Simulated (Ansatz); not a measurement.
**Strain and the gap of AgCl (wurtzite)**

Wurtzite AgCl (it has left that coordination), relaxed with r2SCAN in the PAW code Ansatz. The symmetry is P6_3/mmc (No. 194, hexagonal); a = 4.520 Å, c = 5.722 Å in the conventional setting, 25.31 Å³ an atom. Ag has 5 Cl at 2.61–2.86 Å; Cl has 5 Ag at 2.61–2.86 Å. The cell started from the wurtzite prototype, but the relaxation took it to the higher symmetry P6_3/mmc (No. 194), so the name no longer describes it.

The axes x, y and z are those of this cell:
```
CELL_PARAMETERS angstrom
4.51974 0.00000 0.00000
-2.25987 3.91421 0.00000
0.00000 0.00000 5.72250
ATOMIC_POSITIONS crystal
Ag 0.33333 0.66667 0.93778
Ag 0.66667 0.33333 0.43778
Cl 0.33333 0.66667 0.43722
Cl 0.66667 0.33333 0.93722
```

Unstrained: The PBE gap is indirect, 1.364 eV (H to Γ), below the direct gap of 1.391 eV at Γ. The r2SCAN gap is indirect, 1.815 eV (H to Γ), below the direct gap of 1.829 eV at Γ. Least and direct gap differ so little that the kind isn't settled. The HSE06 gap is indirect, 2.850 eV (H to Γ), below the direct gap of 2.871 eV at Γ. Meshes: PBE 6×6×4, r2SCAN 6×6×4, HSE06 6×6×4. Strains are changes of length per length. After each strain the atoms were relaxed again with r2SCAN in this cell and within any symmetry left, so distortions that break it or need a larger cell weren't tested; points keep the names that they have in the unstrained zone. All values are calculated for a non-magnetic cell, which may be hypothetical.

Changes of the least gap in eV (an overlap counts as a negative gap):

| strain | volume change (%) | space group | PBE | r2SCAN | HSE06 | energy rise, r2SCAN (meV/atom) |
| --- | --- | --- | --- | --- | --- | --- |
| epitaxial +0.5 % in the xy plane, free normal strain -0.73 % | +0.3 | P6_3mc | -0.038 | -0.038 | -0.042 | 0.1 |
| epitaxial -1.0 % in the xy plane, free normal strain +1.16 % | -0.9 | P6_3mc | -0.021 | -0.041 | -0.037 | 1.0 |
| isotropic +2.5 % on every length | +7.7 | P6_3mc | +0.042 | +0.050 | +0.056 | 15.9 |
| uniaxial +3.0 % along z | +3.0 | P6_3mc | -0.011 | -0.029 | -0.020 | 3.2 |

Epitaxial +0.5 % in the xy plane, free normal strain -0.73 %. HSE06: the gap goes from 2.850 to 2.808 eV (-0.042 eV). Stress change with r2SCAN, compression positive: xx -0.22, yy -0.22, zz +0.05 GPa.

Epitaxial -1.0 % in the xy plane, free normal strain +1.16 %. HSE06: the gap goes from 2.850 to 2.814 eV (-0.037 eV); it turns from indirect (H → Γ) to direct (Γ); least and direct gap lie within 0.04 eV, so its kind isn't settled. Stress change with r2SCAN, compression positive: xx +0.64, yy +0.64, zz +0.06 GPa.

Isotropic +2.5 % on every length. HSE06: the gap goes from 2.850 to 2.906 eV (+0.056 eV). Stress change with r2SCAN, compression positive: xx -2.51, yy -2.51, zz -2.22 GPa. For HSE06, dE_g/d ln V = 0.8 eV over this step.

Uniaxial +3.0 % along z, other directions held. HSE06: the gap goes from 2.850 to 2.830 eV (-0.020 eV); it turns from indirect (H → Γ) to direct (Γ); least and direct gap lie within 0.04 eV, so its kind isn't settled. Stress change with r2SCAN, compression positive: xx -0.82, yy -0.82, zz -1.19 GPa.

Spin-orbit coupling is left out.

The meshes of the hybrids are coarse, so their gaps aren't converged to the digits shown.
